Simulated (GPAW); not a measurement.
# Se (P3_121) in GPAW: notebook

The runs below take Se through relaxation of cell and atoms, single point, with revPBE+D3(BJ), revPBE+D4, PBE.

Program: GPAW 26.7.0. These are calculated values, not measurements. Logs are shortened: lines on timing, memory, paths and dates and some standing lists are left out, and cuts for length are marked. The log counts tension as positive stress, the text compression.

## 1. Starting point

Symmetry: P3_121, No. 152, trigonal system. Conventional cell: a = 4.366 Å, b = 4.366 Å, c = 4.954 Å, α = 90.00°, β = 90.00°, γ = 120.00°. Se (site symmetry 2) is surrounded by 2 Se at 2.37 Å.

## 2. Relaxation of cell and atoms, revPBE+D3(BJ)

run.py

```python
from ase import Atoms
from ase.calculators.mixing import SumCalculator
from ase.filters import FrechetCellFilter
from ase.io import write
from ase.optimize import BFGS
from dftd3.ase import DFTD3
from gpaw import GPAW, PW

atoms = Atoms(['Se', 'Se', 'Se'],
              cell=[[4.3662, 0.0, 0.0],
                    [-2.1831, 3.781240118, 0.0],
                    [0.0, 0.0, 4.9536]],
              scaled_positions=[[0.7746, 0.7746, 0.0],
                                [0.0, 0.2254, 0.6666666667],
                                [0.2254, 0.0, 0.3333333333]],
              pbc=True)

calc = GPAW(mode=PW(600),
            xc='revPBE',
            kpts={'size': (7, 7, 6), 'gamma': True},
            occupations={'name': 'fermi-dirac', 'width': 0.05},
            nbands=19,
            convergence={'density': 1e-05, 'forces': 0.0001},
            maxiter=150,
            txt='gpaw.txt')
atoms.calc = SumCalculator([calc, DFTD3(method='revpbe', damping='d3bj')])
opt = BFGS(FrechetCellFilter(atoms), trajectory='relax.traj', logfile='-')
done = opt.run(fmax=0.02, steps=60)
calc.write('gs.gpw')
write('result.traj', atoms)
print('Converged:', done)
print('Cell:', atoms.cell.cellpar().round(4))
print('Volume:', round(atoms.get_volume(), 4))
print(atoms.get_scaled_positions().round(5))
```

Potentials or basis: the program's PAW data sets (release 1.2.1) made for this functional, pw.

Command:

```sh
$ OMP_NUM_THREADS=1 python run.py
```

gpaw.txt:

```text
__  _  _
 | _ |_)|_||  |
 |__||  | ||/\| - 26.7.0

Input parameters:
  mode=PW(ecut=600.0),
  convergence={'density': 1e-05, 'forces': 0.0001},
  kpts=MonkhorstPack(size=(7, 7, 6), gamma=True),
  maxiter=150,
  nbands=19,
  occupations=Occupations(name='fermi-dirac', width=0.05),
  xc=XC(name='revPBE')

Diagonalizing LCAO Hamiltonian
Converting LCAO to pw mode

       Se

           Se
              Se

Atoms  # Å, Bohr magnetons
|   | symbol |         x |        y |        z |    initial magnetic moments |
|---|--------|-----------|----------|----------|-----------------------------|
| 0 |     Se |  1.691029 | 2.928949 | 0.000000 | ( 0.0000,  0.0000,  0.0000) |
| 1 |     Se | -0.492071 | 0.852292 | 3.302400 | ( 0.0000,  0.0000,  0.0000) |
| 2 |     Se |  0.984141 | 0.000000 | 1.651200 | ( 0.0000,  0.0000,  0.0000) |

Unit cell  # Å
| periodic |         x |        y |        z |  lengths |     angles |
|----------|-----------|----------|----------|----------|------------|
|      yes |  4.366200 | 0.000000 | 0.000000 | 4.366200 |  90.000000 |
|      yes | -2.183100 | 3.781240 | 0.000000 | 4.366200 |  90.000000 |
|      yes |  0.000000 | 0.000000 | 4.953600 | 4.953600 | 120.000000 |

Number of symmetries: 2
Symmetry operations  # r_c * U_cc + t_c -> r_c
|   | kind |            matrix            |
|---|------|------------------------------|
| 0 |  E   |  1, 0, 0,  0, 1, 0,  0, 0, 1 |
| 1 |  C2  |  0, 1, 0,  1, 0, 0,  0, 0,-1 |

BZ-sampling:
  Number of BZ points: 294
  Number of IBZ points: 88

  Monkhorst-Pack size: [7, 7, 6]
  Monkhorst-Pack shift: [0.0, 0.0, 0.08333333333333333]

K-points  # in reciprocal-cell coordinates
|     |                                coordinates |     weight |
|-----|--------------------------------------------|------------|
|   0 | (  0.00000000,   0.00000000,   0.00000000) | 0.00340136 |
|   1 | (  0.00000000,   0.00000000,   0.16666667) | 0.00680272 |
|   2 | (  0.00000000,   0.00000000,   0.33333333) | 0.00680272 |
|   3 | (  0.00000000,   0.00000000,   0.50000000) | 0.00340136 |
|   4 | (  0.14285714,  -0.14285714,  -0.33333333) | 0.00680272 |
|   5 | (  0.14285714,  -0.14285714,  -0.16666667) | 0.00680272 |
|   6 | (  0.14285714,  -0.14285714,   0.00000000) | 0.00680272 |
|   7 | (  0.14285714,  -0.14285714,   0.16666667) | 0.00680272 |
|   8 | (  0.14285714,  -0.14285714,   0.33333333) | 0.00680272 |
[... 159 lines left out ...]
Forces  # eV/Ang
|        x |        y |        z |
|----------|----------|----------|
| -0.20486 | -0.35482 |  0.00000 |  # Se   0
| -0.20486 |  0.35483 |  0.00001 |  # Se   1
|  0.40972 |  0.00000 | -0.00001 |  # Se   2

Interpolating wave functions to new cell

        Se

           Se
              Se

Atoms  # Å, Bohr magnetons
|   | symbol |         x |         y |         z |    initial magnetic moments |
|---|--------|-----------|-----------|-----------|-----------------------------|
| 0 |     Se |  1.686893 |  2.921785 | -0.000000 | ( 0.0000,  0.0000,  0.0000) |
| 1 |     Se | -0.495009 |  0.857380 |  3.305825 | ( 0.0000,  0.0000,  0.0000) |
| 2 |     Se |  0.990017 | -0.000000 |  1.652912 | ( 0.0000,  0.0000,  0.0000) |

Unit cell  # Å
| periodic |         x |         y |         z |  lengths |     angles |
|----------|-----------|-----------|-----------|----------|------------|
|      yes |  4.363804 | -0.000000 |  0.000000 | 4.363804 |  90.000000 |
|      yes | -2.181902 |  3.779165 | -0.000000 | 4.363804 |  90.000000 |
|      yes |  0.000000 | -0.000000 |  4.958737 | 4.958737 | 120.000001 |

Number of symmetries: 2
Symmetry operations  # r_c * U_cc + t_c -> r_c
|   | kind |            matrix            |
|---|------|------------------------------|
| 0 |  E   |  1, 0, 0,  0, 1, 0,  0, 0, 1 |
| 1 |  C2  |  0, 1, 0,  1, 0, 0,  0, 0,-1 |

BZ-sampling:
  Number of BZ points: 294
  Number of IBZ points: 88
[... 105 lines left out ...]
SCF iterations
|iter     | |      energy | eigst |  dens |force |
|---------|-|-------------|-------|-------|------|
|iter:   1| |   -9.559850 | -2.17 |       |      |
|iter:   2| |   -9.556245 | -4.14 | -1.81 |      |
|iter:   3| |   -9.540879 | -3.37 | -1.86 |      |
|iter:   4| |   -9.540845 | -5.23 | -2.87 |      |
|iter:   5| |   -9.540851c| -6.48 | -3.29 |      |
|iter:   6| |   -9.540851c| -7.91c| -4.27 |      |
|iter:   7| |   -9.540851c| -8.01c| -4.75 |      |
|iter:   8| |   -9.540851c| -8.82c| -5.30c|      |
|iter:   9| |   -9.540851c| -9.25c| -5.59c|-3.72 |
|iter:  10| |   -9.540851c|-10.00c| -6.41c|-4.88c|

Converged in 10 steps
Energy contributions relative to reference atoms: (reference = -198324.380401)

Energy contributions:
  Kinetic:          20.086191
  Coulomb:         -19.581857
  Zero:             -0.032882
  External:          0.000000
  Xc:              -10.012303
  Entropy:          -0.000000
  Spinorbit:         0.000000
  ----------------------------
  Free energy:      -9.540851
  Extrapolated:     -9.540851

dipole moment: (-8.027068, -13.903290, -18.242857)  # |e|*Ang

Fermi level: 5.165
Eigenvalues  # (at kpt = [0.000, 0.000, 0.000])
| band index |      eig [eV] | occ [0-2] |
|------------|---------------|-----------|
|          0 |       -11.233 |     2.000 |
|          1 |        -7.141 |     2.000 |
|          2 |        -7.141 |     2.000 |
|          3 |         0.743 |     2.000 |
|          4 |         0.743 |     2.000 |
|          5 |         0.812 |     2.000 |
[... 2374 lines left out ...]
           Se
              Se

Atoms  # Å, Bohr magnetons
|   | symbol |         x |        y |         z |    initial magnetic moments |
|---|--------|-----------|----------|-----------|-----------------------------|
| 0 |     Se |  1.472021 | 2.549615 | -0.000000 | ( 0.0000,  0.0000,  0.0000) |
| 1 |     Se | -0.506264 | 0.876877 |  3.433639 | ( 0.0000,  0.0000,  0.0000) |
| 2 |     Se |  1.012529 | 0.000001 |  1.716823 | ( 0.0000,  0.0000,  0.0000) |

Unit cell  # Å
| periodic |         x |        y |         z |  lengths |     angles |
|----------|-----------|----------|-----------|----------|------------|
|      yes |  3.956567 | 0.000000 | -0.000001 | 3.956567 |  89.999978 |
|      yes | -1.978283 | 3.426487 |  0.000001 | 3.956567 |  90.000022 |
|      yes | -0.000001 | 0.000000 |  5.150462 | 5.150462 | 119.999992 |

Number of symmetries: 2
Symmetry operations  # r_c * U_cc + t_c -> r_c
|   | kind |            matrix            |
|---|------|------------------------------|
| 0 |  E   |  1, 0, 0,  0, 1, 0,  0, 0, 1 |
| 1 |  C2  |  0, 1, 0,  1, 0, 0,  0, 0,-1 |

BZ-sampling:
  Number of BZ points: 294
  Number of IBZ points: 88

  Monkhorst-Pack size: [7, 7, 6]
  Monkhorst-Pack shift: [0.0, 0.0, 0.08333333333333333]

K-points  # in reciprocal-cell coordinates
|     |                                coordinates |     weight |
|-----|--------------------------------------------|------------|
|   0 | (  0.00000000,   0.00000000,   0.00000000) | 0.00340136 |
|   1 | (  0.00000000,   0.00000000,   0.16666667) | 0.00680272 |
|   2 | (  0.00000000,   0.00000000,   0.33333333) | 0.00680272 |
|   3 | (  0.00000000,   0.00000000,   0.50000000) | 0.00340136 |
|   4 | (  0.14285714,  -0.14285714,  -0.33333333) | 0.00680272 |
|   5 | (  0.14285714,  -0.14285714,  -0.16666667) | 0.00680272 |
|   6 | (  0.14285714,  -0.14285714,   0.00000000) | 0.00680272 |
|   7 | (  0.14285714,  -0.14285714,   0.16666667) | 0.00680272 |
|   8 | (  0.14285714,  -0.14285714,   0.33333333) | 0.00680272 |
[... 151 lines left out ...]
Stress tensor  # eV/Ang^3
|         x |         y |         z |
|-----------|-----------|-----------|
| -0.033630 | -0.000002 | -0.000004 |
| -0.000002 | -0.033633 |  0.000003 |
| -0.000004 |  0.000003 | -0.032578 |

Forces  # eV/Ang
|        x |        y |        z |
|----------|----------|----------|
|  0.01043 |  0.01806 | -0.00000 |  # Se   0
|  0.01045 | -0.01808 |  0.00003 |  # Se   1
| -0.02089 |  0.00001 | -0.00003 |  # Se   2

# Writing to gs.gpw (mode='')
```

stdout:

```text
Step          Energy          fmax
BFGS:    0      -11.376540        0.449351
BFGS:    1      -11.385135        0.340516
BFGS:    2      -11.404286        0.374346
BFGS:    3      -11.411924        0.428128
BFGS:    4      -11.439252        0.504029
BFGS:    5      -11.473615        0.398111
BFGS:    6      -11.484328        0.298621
BFGS:    7      -11.495122        0.198960
BFGS:    8      -11.503584        0.335021
BFGS:    9      -11.505292        0.306067
BFGS:   10      -11.510540        0.224911
BFGS:   11      -11.516712        0.081866
BFGS:   12      -11.519293        0.056766
BFGS:   13      -11.520142        0.015965
Converged: True
Cell: [  3.9566   3.9566   5.1505  90.      90.     120.    ]
Volume: 69.8255
[[0.74409 0.74409 1.     ]
 [0.      0.25591 0.66667]
 [0.25591 0.      0.33333]]
```

It took 15 min on 1 thread of Arm Neoverse V1, shared host; peak memory 0.49 GiB.

What came out:

* Free energy: -11.5201 eV
* Relaxed volume: 23.28 Å³/atom
* Relaxed cell: a = 3.957 Å, b = 3.957 Å, c = 5.150 Å, α = 90.00°, β = 90.00°, γ = 120.00°
* Space group after relaxing (to 0.05 Å): P3_121 (No. 152)
* Energy gained by relaxing: 47.9 meV/atom
* Ionic steps: 14
* Pressure after relaxing: -0.1 GPa
* Largest force after relaxing: 0.015 eV/Å
* Band gap on the k mesh: 0.88 eV, indirect (least direct gap 1.08 eV)
* Dispersion energy per atom: -0.737 eV

Forces in eV/Å, atoms in the order of the input:
```
Se   0.008  0.013  0.000
Se   0.008 -0.013  0.000
Se  -0.015  0.000  0.000
```

The path:
```csv
step,energy change (eV),largest force (eV/Å),pressure (GPa),volume (Å³)
1,0.0000,0.4494,-0.03,81.78
2,-0.0086,0.3407,-0.45,81.78
3,-0.0277,0.0044,-1.76,81.38
4,-0.0354,0.0942,-2.12,80.79
5,-0.0627,0.2869,-2.66,77.91
6,-0.0971,0.3717,-2.05,72.63
7,-0.1078,0.3232,-0.94,70.20
8,-0.1186,0.2158,-0.21,69.87
9,-0.1270,0.0432,0.83,70.43
10,-0.1288,0.0009,0.70,70.15
11,-0.1340,0.0591,0.46,69.63
12,-0.1402,0.0902,0.09,69.31
13,-0.1428,0.0627,-0.10,69.53
14,-0.1436,0.0153,-0.07,69.83
```

Final structure:
```
CELL_PARAMETERS angstrom
3.95657 0.00000 0.00000
-1.97828 3.42649 0.00000
0.00000 0.00000 5.15046
ATOMIC_POSITIONS crystal
Se 0.74409 0.74409 0.00000
Se 0.00000 0.25591 0.66667
Se 0.25591 0.00000 0.33333
```

Levels at points of the mesh, in eV from the valence-band top:
```
           k point  band 5  band 6  band 7  band 8  band 9  band 10  band 11  band 12  band 13  band 14
(0.00, 0.00, 0.00)   -3.28   -3.28   -1.84   -1.84   -0.61     1.45     1.45     2.15     6.48     6.48
(0.00, 0.00, 0.50)   -3.04   -3.04   -1.42   -1.21   -1.21     0.88     0.95     0.95     5.51     7.06
```

Caveat: later steps reuse the first step's grids; an odd mesh through Γ misses points on the zone boundary, where band edges often lie; the volume moved by -15 % from the deposited cell, more than functionals usually miss.

[end of part 1 of 2]
